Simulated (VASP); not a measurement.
# Na (I4/mmm) in VASP: notebook

Runs on Na. Level: PBE. Tasks: single point.

Program: VASP 6.6.1. These are calculated values, not measurements. Logs are shortened: lines on timing, memory, paths and dates and some standing lists are left out, and cuts for length are marked.

## 1. Starting point

It takes space group I4/mmm (No. 139, tetragonal). The conventional cell has a = 3.777 Å, b = 3.777 Å, c = 5.275 Å, α = 90.00°, β = 90.00°, γ = 90.00°. Around Na (site symmetry 4/mmm) lie 12 Na at 3.75 to 3.78 Å.

This isn't the form of Na at room conditions, which is bcc.

## 2. Single point, PBE

INCAR

```
PREC = Accurate
ENCUT = 460
EDIFF = 1E-6
ISMEAR = 1
SIGMA = 0.02
LREAL = F
LASPH = T
NELM = 100
ALGO = Normal
ISIF = 2
LWAVE = F
LCHARG = F
GGA = PE
NBANDS = 10
ADDGRID = F
```

KPOINTS

```
Automatic mesh
0
Gamma
  5 5 5
```

POSCAR

```
Na
1.0
   -1.8882910800      1.8882910800      2.6372766800
    1.8882910800     -1.8882910800      2.6372766800
    1.8882910800      1.8882910800     -2.6372766800
Na
1
Direct
    0.0000000000      0.0000000000      0.0000000000
```

Potentials or basis: VASP PAW PBE potentials, release 64 (Na_pv).

On the command line:

```bash
> cat potpaw_PBE.64/Na_pv/POTCAR > POTCAR
> mpirun -np 1 vasp_std > vasp.out
```

OUTCAR:

```text
PREC = Accurate
   ENCUT = 460
   EDIFF = 1E-6
   ISMEAR = 1
   LREAL = F
   LASPH = T
   NELM = 100
   ISIF = 2
   GGA = PE

 Found     18 irreducible k-points:

 Following reciprocal coordinates:
            Coordinates               Weight
  0.000000  0.000000  0.000000      1.000000
  0.200000 -0.000000  0.000000      8.000000
  0.400000 -0.000000  0.000000      8.000000
  0.200000  0.200000  0.000000      8.000000
  0.400000  0.200000  0.000000     16.000000
 -0.400000  0.200000 -0.000000     16.000000
   k-points           NKPTS =     18   k-points in BZ     NKDIM =     18   number of bands    NBANDS=     10
   number of dos      NEDOS =    301   number of ions     NIONS =      1
   total plane-waves  NPLWV =  21952
   dimension x,y,z NGX =    28 NGY =   28 NGZ =   28
   dimension x,y,z NGXF=    56 NGYF=   56 NGZF=   56
   ions per type =               1
   NGX,Y,Z   is equivalent  to a cutoff of  12.40, 12.40, 12.40 a.u.
   NGXF,Y,Z  is equivalent  to a cutoff of  24.80, 24.80, 24.80 a.u.
 SYSTEM =  unknown system
   PREC   = accura    normal or accurate (medium, high low for compatibility)
   ISTART =      0    job   : 0-new  1-cont  2-samecut
   ICHARG =      2    charge: 1-file 2-atom 10-const
   ISPIN  =      1    spin polarized calculation?
   LNONCOLLINEAR =      F non collinear calculations
   LSORBIT =      F    spin-orbit coupling
   LASPH  =      T    aspherical Exc in radial PAW
   ENCUT  =  460.0 eV  33.81 Ry    5.81 a.u.   6.56  6.56  6.56*2*pi/ulx,y,z
   NELM   =    100;   NELMIN=  2; NELMDL= -5     # of ELM steps
   EDIFF  = 0.1E-05   stopping-criterion for ELM
   LREAL  =      F    real-space projection
   EDIFFG = 0.1E-04   stopping-criterion for IOM
   NSW    =      0    number of steps for IOM
   IBRION =     -1    ionic relax: 0-MD 1-quasi-New 2-CG
   NFREE  =      0    steps in history (QN), initial steepest desc. (CG)
   ISIF   =      2    stress and relaxation
   ISYM   =      2    0-nonsym 1-usesym 2-fastsym
   POTIM  = 0.5000    time-step for ionic-motion
   TEBEG  =    0.0;   TEEND  =   0.0 temperature during run
   PSTRESS=    0.0 pullay stress
   NELECT =       7.0000    total number of electrons
   NUPDOWN=      -1.0000    fix difference up-down
   EMIN   =  10.00;   EMAX   =-10.00  energy-range for DOS
   EFERMI =   0.00;   METHOD = LEGACY
   ISMEAR =     1;   SIGMA  =   0.02  broadening in eV -4-tet -1-fermi 0-gaus
   EFERMI_NEDOS =   21; number of points for ismear=-14 and -15
   IALGO  =     38    algorithm
   IMIX   =      4    mixing-type and parameters
     AMIX     =   0.40;   BMIX     =  1.00
     AMIX_MAG =   1.60;   BMIX_MAG =  1.00
  volume/ion in A,a.u.               =      37.61       253.83
  Fermi-wavevector in a.u.,A,eV,Ry     =   0.934666  1.766262 11.886050  0.873600
  Thomas-Fermi vector in A             =   2.061494
   LORBIT       =      0    0 simple, 1 ext, 2 COOP (PROOUT), +10 PAW based schemes
   GGA     = PE    functional components
   LHFCALC =     F    Hartree Fock is set to
   AEXX    =    0.0000 exact exchange contribution
   IVDW    =     0    specifies the selected vdW correction
   LEPSILON=     F    determine dielectric tensor
   LRPA    =     F    only Hartree local field effects (RPA)
 non-spin polarized calculation
 Methfessel and Paxton  Order N= 1 SIGMA  =   0.02
  energy-cutoff  :      460.00
  volume of cell :       37.61
 maximum number of plane-waves:       869
 NGX is ok and might be reduce to    28
   NGX = 13   NGY = 13   NGZ = 13

 number of electron       6.9999993 magnetization

 Free energy of the ion-electron system (eV)
  ---------------------------------------------------
  ext. energy  EPLUGINS =         0.00000000
  ---------------------------------------------------
  free energy    TOTEN  =        -1.35484628 eV

  energy without entropy =       -1.35477914  energy(sigma->0) =       -1.35482390

 E-fermi :   0.4292     XC(G=0):  -6.4643

 val. band max:        0.4190018528   @ k =  -0.4000   0.4000   0.0000
 cond. band min:       0.5023864238   @ k =  -0.4000  -0.4000   0.4000
 fundamental gap:      0.0833845710
 Fermi energy:         0.4291818499

 k-point     1 :       0.0000    0.0000    0.0000
  band No.  band energies     occupation
      1     -24.6213      2.00000
      2     -24.6204      2.00000
      3     -24.6204      2.00000
      4      -2.9618      2.00000
      5      11.2798      0.00000
      6      11.2798      0.00000
      7      11.3214      0.00000
      8      12.3819      0.00000
      9      12.8242      0.00000
     10      12.8245      0.00000

 k-point     2 :       0.2000   -0.0000    0.0000
  band No.  band energies     occupation
      1     -24.6322      2.00000
      2     -24.6224      2.00000
      3     -24.6221      2.00000
      4      -2.3057      2.00000
      5       6.8881      0.00000
      6      10.5347      0.00000
      7      10.6163      0.00000
      8      11.8206      0.00000
      9      13.3607      0.00000
     10      13.5976      0.00000

 k-point     3 :       0.4000   -0.0000    0.0000
  band No.  band energies     occupation
      1     -24.6506      2.00000
      2     -24.6248      2.00000
      3     -24.6248      2.00000
      4      -0.3859      2.00000
      5       2.7386      0.00000
      6      10.2268      0.00000
      7      10.3728      0.00000
      8      11.3817      0.00000
      9      11.5619      0.00000
     10      11.7881      0.00000

 k-point     4 :       0.2000    0.2000    0.0000
  band No.  band energies     occupation
      1     -24.6412      2.00000
      2     -24.6295      2.00000
      3     -24.6236      2.00000
      4      -1.2230      2.00000
      5       5.5031      0.00000
      6       6.4270      0.00000
      7      10.6644      0.00000
      8      11.6162      0.00000
      9      12.9747      0.00000
     10      14.1799      0.00000

 k-point     5 :       0.4000    0.2000    0.0000
  band No.  band energies     occupation
      1     -24.6494      2.00000
      2     -24.6333      2.00000
      3     -24.6269      2.00000
      4       1.0515      0.00000
      5       2.1293      0.00000
      6       6.1655      0.00000
      7       9.0190      0.00000
      8       9.8428      0.00000
      9      13.7609      0.00000
     10      14.8611      0.00000

 k-point     6 :      -0.4000    0.2000   -0.0000
  band No.  band energies     occupation
      1     -24.6448      2.00000
      2     -24.6292      2.00000
      3     -24.6276      2.00000
      4      -0.6091      2.00000
      5       4.5278      0.00000
      6       7.3760      0.00000
      7       8.4741      0.00000
      8       9.2506      0.00000
      9      13.0282      0.00000
     10      15.0866      0.00000

 [... further k-points ...]

------------------------ aborting loop because EDIFF is reached ----------------------------------------

  FORCE on cell =-STRESS in cart. coord.  units (eV):
  Direction    XX          YY          ZZ          XY          YZ          ZX
  --------------------------------------------------------------------------------------
  -------------------------------------------------------------------------------------
  Total       -0.0270244     -0.0270244     -0.1786561      0.0000000      0.0000000      0.0000000
  in kB       -1.1510990     -1.1510990     -7.6098263      0.0000000      0.0000000      0.0000000
  external PRESSURE =      -3.3040081 kB  Pullay stress =       0.0000000 kB

 VOLUME and BASIS-vectors are now :
 -----------------------------------------------------------------------------
  energy-cutoff  :      460.00
  volume of cell :       37.61
      direct lattice vectors                 reciprocal lattice vectors
    -1.888291080  1.888291080  2.637276680     0.000000000  0.264789685  0.189589512
     1.888291080 -1.888291080  2.637276680     0.264789685  0.000000000  0.189589512
     1.888291080  1.888291080 -2.637276680     0.264789685  0.264789685  0.000000000

 POSITION                                       TOTAL-FORCE (eV/Angst)
 -----------------------------------------------------------------------------------
      0.00000      0.00000      0.00000         0.000000      0.000000      0.000000
 -----------------------------------------------------------------------------------
    total drift:                                0.000000      0.000000      0.000000

  FREE ENERGIE OF THE ION-ELECTRON SYSTEM (eV)
  ---------------------------------------------------
  free  energy   TOTEN  =        -1.3548462772 eV

  energy  without entropy=       -1.3547791441  energy(sigma->0) =       -1.35482390
```

OSZICAR:

```text
N       E                     dE             d eps       ncg     rms          rms(c)
DAV:   1     0.244166289020E+02    0.24417E+02   -0.36674E+03   362   0.565E+02
DAV:   2    -0.859891649129E+00   -0.25277E+02   -0.25184E+02   372   0.132E+02
DAV:   3    -0.135121009452E+01   -0.49132E+00   -0.49106E+00   442   0.218E+01
DAV:   4    -0.135548520386E+01   -0.42751E-02   -0.42749E-02   426   0.203E+00
DAV:   5    -0.135553868537E+01   -0.53482E-04   -0.53481E-04   408   0.217E-01    0.200E-01
DAV:   6    -0.135513545431E+01    0.40323E-03   -0.46395E-04   410   0.260E-01    0.135E-01
DAV:   7    -0.135485394896E+01    0.28151E-03   -0.95353E-04   408   0.311E-01    0.158E-02
DAV:   8    -0.135484589064E+01    0.80583E-05   -0.47108E-05   428   0.113E-01    0.254E-03
DAV:   9    -0.135484627715E+01   -0.38652E-06   -0.23144E-07   280   0.440E-03
   1 F= -.13548463E+01 E0= -.13548239E+01  d E =-.671330E-04
```

stdout:

```text
POSCAR found type information on POSCAR Na
 POSCAR found :  1 types and       1 ions
 scaLAPACK will be used
 LDA part: xc-table for (Slater+PW92), standard interpolation
 POSCAR, INCAR and KPOINTS ok, starting setup
 FFT: planning ... GRIDC
 FFT: planning ... GRID_SOFT
 FFT: planning ... GRID
 WAVECAR not read
 entering main loop
```

Wall time 2.6 s (1 thread of AMD EPYC 9R45 (Zen 5), shared host); peak memory 0.11 GiB.

These settings aren't checked as converged: the numbers below hold their error.

What came out:

| Property | Result |
| --- | --- |
| Free energy | -1.3548 eV |
| Pressure | -0.3 GPa |
| Band gap on the k mesh | none (metal or under the smearing width) |

Caveat: the k mesh is coarse (spacing up to 0.47 Å⁻¹), so the values aren't converged.

## 3. Single point, PBE

INCAR, as its differences from that of step 2:

```diff
@@ -1,2 +1,2 @@
-PREC = Accurate
+PREC = Low
 ENCUT = 460
@@ -4,3 +4,3 @@
 ISMEAR = 1
-SIGMA = 0.02
+SIGMA = 0.1
 LREAL = F
```

KPOINTS is that of step 2.

POSCAR is that of step 2.

Potentials or basis: VASP PAW PBE potentials, release 64 (Na_pv).

On the command line:

```bash
> cat potpaw_PBE.64/Na_pv/POTCAR > POTCAR
> mpirun -np 1 vasp_std > vasp.out
```

OUTCAR:

```text
PREC = Low
   ENCUT = 460
   EDIFF = 1E-6
   ISMEAR = 1
   LREAL = F
   LASPH = T
   NELM = 100
   ISIF = 2
   GGA = PE

 Found     18 irreducible k-points:

 Following reciprocal coordinates:
            Coordinates               Weight
  0.000000  0.000000  0.000000      1.000000
  0.200000 -0.000000  0.000000      8.000000
  0.400000 -0.000000  0.000000      8.000000
  0.200000  0.200000  0.000000      8.000000
  0.400000  0.200000  0.000000     16.000000
 -0.400000  0.200000 -0.000000     16.000000
   k-points           NKPTS =     18   k-points in BZ     NKDIM =     18   number of bands    NBANDS=     10
   number of dos      NEDOS =    301   number of ions     NIONS =      1
   total plane-waves  NPLWV =   8000
   dimension x,y,z NGX =    20 NGY =   20 NGZ =   20
   dimension x,y,z NGXF=    20 NGYF=   20 NGZF=   20
   ions per type =               1
   NGX,Y,Z   is equivalent  to a cutoff of   8.86,  8.86,  8.86 a.u.
   NGXF,Y,Z  is equivalent  to a cutoff of   8.86,  8.86,  8.86 a.u.
 SYSTEM =  unknown system
   PREC   = low       normal or accurate (medium, high low for compatibility)
   ISTART =      0    job   : 0-new  1-cont  2-samecut
   ICHARG =      2    charge: 1-file 2-atom 10-const
   ISPIN  =      1    spin polarized calculation?
   LNONCOLLINEAR =      F non collinear calculations
   LSORBIT =      F    spin-orbit coupling
   LASPH  =      T    aspherical Exc in radial PAW
   ENCUT  =  460.0 eV  33.81 Ry    5.81 a.u.   6.56  6.56  6.56*2*pi/ulx,y,z
   NELM   =    100;   NELMIN=  2; NELMDL= -5     # of ELM steps
   EDIFF  = 0.1E-05   stopping-criterion for ELM
   LREAL  =      F    real-space projection
   EDIFFG = 0.1E-04   stopping-criterion for IOM
   NSW    =      0    number of steps for IOM
   IBRION =     -1    ionic relax: 0-MD 1-quasi-New 2-CG
   NFREE  =      0    steps in history (QN), initial steepest desc. (CG)
   ISIF   =      2    stress and relaxation
   ISYM   =      2    0-nonsym 1-usesym 2-fastsym
   POTIM  = 0.5000    time-step for ionic-motion
   TEBEG  =    0.0;   TEEND  =   0.0 temperature during run
   PSTRESS=    0.0 pullay stress
   NELECT =       7.0000    total number of electrons
   NUPDOWN=      -1.0000    fix difference up-down
   EMIN   =  10.00;   EMAX   =-10.00  energy-range for DOS
   EFERMI =   0.00;   METHOD = LEGACY
   ISMEAR =     1;   SIGMA  =   0.10  broadening in eV -4-tet -1-fermi 0-gaus
   EFERMI_NEDOS =   21; number of points for ismear=-14 and -15
   IALGO  =     38    algorithm
   IMIX   =      4    mixing-type and parameters
     AMIX     =   0.40;   BMIX     =  1.00
     AMIX_MAG =   1.60;   BMIX_MAG =  1.00
  volume/ion in A,a.u.               =      37.61       253.83
  Fermi-wavevector in a.u.,A,eV,Ry     =   0.934666  1.766262 11.886050  0.873600
  Thomas-Fermi vector in A             =   2.061494
   LORBIT       =      0    0 simple, 1 ext, 2 COOP (PROOUT), +10 PAW based schemes
   GGA     = PE    functional components
   LHFCALC =     F    Hartree Fock is set to
   AEXX    =    0.0000 exact exchange contribution
   IVDW    =     0    specifies the selected vdW correction
   LEPSILON=     F    determine dielectric tensor
   LRPA    =     F    only Hartree local field effects (RPA)
 non-spin polarized calculation
 Methfessel and Paxton  Order N= 1 SIGMA  =   0.10
  energy-cutoff  :      460.00
  volume of cell :       37.61
 maximum number of plane-waves:       869
   NGX = 13   NGY = 13   NGZ = 13

 number of electron       6.9999921 magnetization

 Free energy of the ion-electron system (eV)
  ---------------------------------------------------
  ext. energy  EPLUGINS =         0.00000000
  ---------------------------------------------------
  free energy    TOTEN  =        -1.36050665 eV

  energy without entropy =       -1.35973761  energy(sigma->0) =       -1.36025030

 E-fermi :   0.4586     XC(G=0):  -6.4631

 val. band max:        0.4205877483   @ k =  -0.4000   0.4000   0.0000
 cond. band min:       0.5042452806   @ k =  -0.4000  -0.4000   0.4000
 fundamental gap:      0.0836575323
 Fermi energy:         0.4586268497

 k-point     1 :       0.0000    0.0000    0.0000
  band No.  band energies     occupation
      1     -24.6239      2.00000
      2     -24.6211      2.00000
      3     -24.6199      2.00000
      4      -2.9604      2.00000
      5      11.2900      0.00000
      6      11.2911      0.00000
      7      11.3183      0.00000
      8      12.3832      0.00000
      9      12.8168      0.00000
     10      12.8183      0.00000
[... 53 lines left out ...]
 k-point     6 :      -0.4000    0.2000   -0.0000
  band No.  band energies     occupation
      1     -24.6451      2.00000
      2     -24.6309      2.00000
      3     -24.6284      2.00000
      4      -0.6076      2.00000
      5       4.5300      0.00000
      6       7.3805      0.00000
      7       8.4740      0.00000
      8       9.2483      0.00000
      9      13.0266      0.00000
     10      15.0849      0.00000

 [... further k-points ...]

------------------------ aborting loop because EDIFF is reached ----------------------------------------

  FORCE on cell =-STRESS in cart. coord.  units (eV):
  Direction    XX          YY          ZZ          XY          YZ          ZX
  --------------------------------------------------------------------------------------
  -------------------------------------------------------------------------------------
  Total       -0.0508750     -0.0508750     -0.1324688      0.0000000      0.0000000     -0.0000000
  in kB       -2.1670135     -2.1670135     -5.6424869      0.0000000      0.0000000     -0.0000000
  external PRESSURE =      -3.3255047 kB  Pullay stress =       0.0000000 kB

 VOLUME and BASIS-vectors are now :
 -----------------------------------------------------------------------------
  energy-cutoff  :      460.00
  volume of cell :       37.61
      direct lattice vectors                 reciprocal lattice vectors
    -1.888291080  1.888291080  2.637276680     0.000000000  0.264789685  0.189589512
     1.888291080 -1.888291080  2.637276680     0.264789685  0.000000000  0.189589512
     1.888291080  1.888291080 -2.637276680     0.264789685  0.264789685  0.000000000

 POSITION                                       TOTAL-FORCE (eV/Angst)
 -----------------------------------------------------------------------------------
      0.00000      0.00000      0.00000        -0.000000     -0.000000      0.000000
 -----------------------------------------------------------------------------------
    total drift:                                0.000000      0.000000     -0.000000

  FREE ENERGIE OF THE ION-ELECTRON SYSTEM (eV)
  ---------------------------------------------------
  free  energy   TOTEN  =        -1.3605066472 eV

  energy  without entropy=       -1.3597376065  energy(sigma->0) =       -1.36025030
```

Run time: 1.4 s. Hardware: 1 thread of AMD EPYC 9R45 (Zen 5), shared host; peak memory 0.08 GiB.

The run converged, but some of its settings lie outside the range that counts as converged, so its numbers aren't taken as properties of the crystal.

What came out:

| Property | Result |
| --- | --- |
| Free energy | -1.3605 eV |
| Pressure | -0.3 GPa |
| Band gap on the k mesh | none (metal or under the smearing width) |

Caveat: the k mesh is coarse (spacing up to 0.47 Å⁻¹), so the values aren't converged.

## 4. Single point, PBE

INCAR, as its differences from that of step 3:

```diff
@@ -1,2 +1,2 @@
-PREC = Low
+PREC = Normal
 ENCUT = 460
```

KPOINTS is that of step 3.

POSCAR is that of step 3.

On the command line:

```bash
> cat potpaw_PBE.64/Na_pv/POTCAR > POTCAR
> mpirun -np 1 vasp_std > vasp.out
```

Run time: 1.4 s. Hardware: 1 thread of AMD EPYC 9R45 (Zen 5), shared host; peak memory 0.09 GiB.

The run converged, but some of its settings lie outside the range that counts as converged, so its numbers aren't taken as properties of the crystal.

What came out:

| Quantity | Value |
| --- | --- |
| Free energy | -1.3553 eV |
| Pressure | -0.3 GPa |
| Band gap on the k mesh | none (metal or under the smearing width) |

Caveat: the k mesh is coarse (spacing up to 0.47 Å⁻¹), so the values aren't converged.

## 5. Single point, PBE

INCAR, as its differences from that of step 4:

```diff
@@ -1,2 +1,2 @@
-PREC = Normal
+PREC = Accurate
 ENCUT = 460
@@ -5,3 +5,3 @@
 SIGMA = 0.1
-LREAL = F
+LREAL = Auto
 LASPH = T
```

KPOINTS is that of step 4.

POSCAR is that of step 4.

On the command line:

```bash
> cat potpaw_PBE.64/Na_pv/POTCAR > POTCAR
> mpirun -np 1 vasp_std > vasp.out
```

Run time: 3.7 s. Hardware: 1 thread of AMD EPYC 9R45 (Zen 5), shared host; peak memory 0.11 GiB.

These settings aren't checked as converged: the numbers below hold their error.

Results:

| Item | Value |
| --- | --- |
| Free energy | -1.3552 eV |
| Pressure | -0.3 GPa |
| Band gap on the k mesh | none (metal or under the smearing width) |

Caveat: the k mesh is coarse (spacing up to 0.47 Å⁻¹), so the values aren't converged.

## 6. The reference run

An earlier run on the cell as given: functional PBE; potentials or basis VASP PAW PBE potentials, release 64 (Na_pv); cutoff 520 eV; k mesh 10 × 10 × 10; occupations fermi-dirac, width 0.05 eV; no spin polarisation.

- Pressure: -0.1 GPa
- Band gap on the k mesh: none (metal or under the smearing width)
